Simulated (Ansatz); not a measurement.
# Compressing V

Level of theory: Ansatz, DFT PBEsol, scalar-relativistic, plane waves, PAW. (420 eV cutoff, 20×20×20 k-mesh, Gaussian smearing of 0.10 eV, no spin polarisation)

Starting point, cell and atoms relaxed:

```xyz
1
Lattice="-1.4794 1.4794 1.4794 1.4794 -1.4794 1.4794 1.4794 1.4794 -1.4794" Properties=species:S:1:pos:R:3 pbc="T T T"
V     0.0000    0.0000    0.0000
```

Cell and atoms are relaxed at each pressure within the symmetry of the start, at zero temperature, so transitions that lower the symmetry aren't seen. The k-mesh given is that at zero pressure and may differ at others. a, b and c are the lengths of the cell vectors above.

| P (GPa) | V (Å³/atom) | V/V0 | a (Å) | b (Å) | c (Å) |
| --- | --- | --- | --- | --- | --- |
| -1 | 13.02 | 1.005 | 2.567 | 2.567 | 2.567 |
| 0 | 12.95 | 1.000 | 2.562 | 2.562 | 2.562 |
| 1 | 12.89 | 0.995 | 2.558 | 2.558 | 2.558 |
| 4 | 12.70 | 0.981 | 2.546 | 2.546 | 2.546 |
| 12 | 12.26 | 0.947 | 2.516 | 2.516 | 2.516 |
| 25 | 11.66 | 0.900 | 2.474 | 2.474 | 2.474 |
| 50 | 10.79 | 0.833 | 2.411 | 2.411 | 2.411 |
| 90 | 9.81 | 0.758 | 2.336 | 2.336 | 2.336 |

(1) What bulk modulus and pressure derivative fit these points?

Results:

(1) A third-order Birch–Murnaghan fit gives B0 = 197 GPa and B0' = 3.6.